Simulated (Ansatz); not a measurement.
Stiffness of compounds in space group P-3m1

Theory: Ansatz 0.2.0, DFT, PBE, all-electron LAPW, scalar-relativistic.

All compounds have space group P-3m1 with 3 atoms in the primitive cell. V0, B0 and B0′ come from third-order Birch–Murnaghan fits to pressures at five volumes, with shape and internal coordinates held; prototypes and MP cells needn't be known phases. No run is spin-polarised.

ZrS2: Zr 1a (0.000 0.000 0.000), S 2d (0.333 0.667 0.249); shape as in a = 3.63 Å, b = 3.63 Å, c = 5.85 Å, α = 90.00°, β = 90.00°, γ = 120.00°; COD 5910006, reported; 10×10×5 mesh, smearing 0.01 eV; no spin
ZrSe2: Zr 1a (0.000 0.000 0.000), Se 2d (0.333 0.667 0.233); shape as in a = 3.80 Å, b = 3.80 Å, c = 6.79 Å, α = 90.00°, β = 90.00°, γ = 120.00°; CdI2 type, relaxed by us; 11×11×6 mesh, smearing 0.08 eV; no spin
TiSe2: Ti 1a (0.000 0.000 0.000), Se 2d (0.333 0.667 0.255); shape as in a = 3.54 Å, b = 3.54 Å, c = 6.00 Å, α = 90.00°, β = 90.00°, γ = 120.00°; COD 1548816, maybe computed; 12×12×6 mesh, smearing 0.03 eV; no spin
TiS2: Ti 1a (0.000 0.000 0.000), S 2d (0.333 0.667 0.250); shape as in a = 3.41 Å, b = 3.41 Å, c = 5.70 Å, α = 90.00°, β = 90.00°, γ = 120.00°; COD 1537865, reported, may be off; 14×14×7 mesh, smearing 0.05 eV; no spin

(1) Order the compounds by bulk modulus, lowest first.
A. TiS2
B. ZrSe2
C. ZrS2
D. TiSe2

Answers

(1) B (70 GPa), D (79 GPa), C (91 GPa), A (96 GPa).
